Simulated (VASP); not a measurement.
The system is HfSiO4.

```xyz
12
Lattice="-3.2794 3.2794 2.9794 3.2794 -3.2794 2.9794 3.2794 3.2794 -2.9794" Properties=species:S:1:pos:R:3 pbc="T T T"
Hf    0.0000    0.0000    0.0000
Hf    0.0000    3.2794    1.4897
Si    3.2794    0.0000    1.4897
Si    0.0000    0.0000    2.9794
O     3.2794    2.0639   -1.0878
O     4.4949    0.0000    0.4019
O     2.0639    0.0000    0.4019
O     0.0000    1.2155    1.8916
O     2.0639    3.2794    1.0878
O     3.2794    1.2155    2.5775
O     3.2794   -1.2155    2.5775
O     1.2155    0.0000    4.0672
```

The cell is a database's computed one.

Base run:

```yaml
Program: VASP 6.6.1
Functional: r2SCAN
Potentials_or_basis: VASP PAW PBE potentials, release 64 (Hf_pv, Si, O)
Cutoff: 520 eV
k_mesh: 6 × 6 × 6
Occupations: gaussian, width 0.02 eV
Spin: no spin polarisation
```

Its results: band gap on the k mesh 6.08 eV, indirect (least direct gap 6.44 eV).

Q: The run is repeated on the same cell with these changes: functional from r2SCAN to PBEsol. What comes out?

A: Band gap on the k mesh 5.40 eV, indirect (least direct gap 5.77 eV).

r2SCAN gives the wider gap, since meta-GGAs in the generalised Kohn-Sham scheme recover part of the derivative discontinuity.

Caveats: spin-orbit coupling is left out, which moves the levels of the heavy elements.
